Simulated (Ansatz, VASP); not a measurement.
One calculation of AlN, two programs

```
CELL_PARAMETERS angstrom
3.02680 0.00000 0.00000
-1.51340 2.62129 0.00000
0.00000 0.00000 5.33910
ATOMIC_POSITIONS crystal
Al 0.33333 0.66667 0.00152
Al 0.66667 0.33333 0.50152
N 0.33333 0.66667 0.38348
N 0.66667 0.33333 0.88348
```

Alike in both runs: task relaxation of the atoms; functional LDA; k mesh 9 × 9 × 6; occupations gaussian, width 0.05 eV; no spin polarisation.

|  | VASP | Ansatz |
| --- | --- | --- |
| version | VASP 6.6.1 | Ansatz 0.2.0 |
| potentials or method | VASP PAW LDA potentials, release 64 (Al, N) | scalar-relativistic, plane waves, PAW |
| plane-wave cutoff (eV) | 520 | 520 |
| valence electrons in the cell | 16 | 16 |

|  | VASP | Ansatz | Ansatz less VASP |
| --- | --- | --- | --- |
| gap on the k mesh at the Fermi level, each at its own relaxed structure (eV) | 3.71 | 3.71 | +0.002 |
| energy change over the relaxation (meV/atom) | -12 | -11 | +0.9 |

Ansatz warned: «pseudo_functional_mismatch».

As with any semilocal functional, this LDA gap is likely too small.
